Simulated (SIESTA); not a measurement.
The system is MnO.

```xyz
2
Lattice="0.0000 2.2239 2.2239 2.2239 0.0000 2.2239 2.2239 2.2239 0.0000" Properties=species:S:1:pos:R:3 pbc="T T T"
Mn    0.0000    0.0000    0.0000
O     2.2239    2.2239    2.2239
```

The cell is a database's computed one.

Base run:

| Quantity | Value |
| --- | --- |
| Program | SIESTA 5.4.2 |
| Functional | PBE |
| Potentials or basis | SG15 1.2 (PBE files) or PseudoDojo by element |
| Basis | DZP (energy shift 0.003 Ry; two zetas on semicore shells) |
| Grid cutoff | 800 Ry |
| Energy shift | 0.003 Ry |
| k mesh | 10 × 10 × 10 |
| Occupations | fermi-dirac, width 0.05 eV |
| Spin | collinear spin, ferromagnetic start |
| Starting moments | [4.0, 0.0] μB |

Its results: band gap on the k mesh none (metal or under the smearing width); pressure 3.3 GPa; net moment 4.86 μB per cell; site moments Mn +4.68; O +0.18 μB.

Problem. The run is repeated on the same cell with these changes: potentials or basis from SG15 1.2 (PBE files) or PseudoDojo by element to Ansatz (PBE files). What comes out?

Solution. Band gap on the k mesh none (metal or under the smearing width); pressure 1.3 GPa; net moment 4.80 μB per cell; site moments Mn +4.62; O +0.18 μB.

Caveats: the basis of atomic orbitals isn't converged, which shifts pressures, moduli and gaps; a cell with one magnetic atom can't hold antiferromagnetic order, which such compounds often take; semilocal functionals often make such compounds metallic where correlation or magnetic order opens a gap, which also shifts bond lengths; short orbitals over semicore shells can move pressures by several GPa (some runs).
